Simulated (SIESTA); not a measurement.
Crystal: BN.

```
N B
1.0
     0.00000    1.81300    1.81300
     1.81300    0.00000    1.81300
     1.81300    1.81300    0.00000
N B
1 1
Direct
  0.25000 0.25000 0.25000
  0.00000 0.00000 0.00000
```

The cell is a database's computed one.

Base run:

* Program: SIESTA 5.4.2
* Functional: PBE
* Potentials or basis: PseudoDojo 0.4 standard (PBE files)
* Basis: DZP (energy shift 0.003 Ry)
* Grid cutoff: 800 Ry
* Energy shift: 0.003 Ry
* k mesh: 13 × 13 × 13
* Occupations: fermi-dirac, width 0.05 eV
* Spin: no spin polarisation

Its results: band gap on the k mesh 4.64 eV, indirect (least direct gap 8.84 eV); pressure 2.6 GPa.

**Question.** After a change of settings the same cell gave: band gap on the k mesh 4.45 eV, indirect (least direct gap 8.79 eV); pressure -2.4 GPa. Which change was it?
A. basis from DZP (energy shift 0.003 Ry) to DZP (energy shift 0.002 Ry); energy shift from 0.003 Ry to 0.002 Ry
B. functional from PBE to PBEsol; potentials or basis from PseudoDojo 0.4 standard (PBE files) to PseudoDojo 0.4 standard (PBEsol files)
C. functional from PBE to LDA; potentials or basis from PseudoDojo 0.4 standard (PBE files) to PseudoDojo 0.4 standard (LDA files)

**Answer.** B.

Caveats: the basis of atomic orbitals isn't converged, which shifts pressures, moduli and gaps; the basis holds too few empty states to meet the f-sum rule, so the spectrum is short of weight at high energy (some runs); an odd mesh through Γ misses points on the zone boundary, where band edges often lie (some runs).

Not every run made on this cell is shown here.
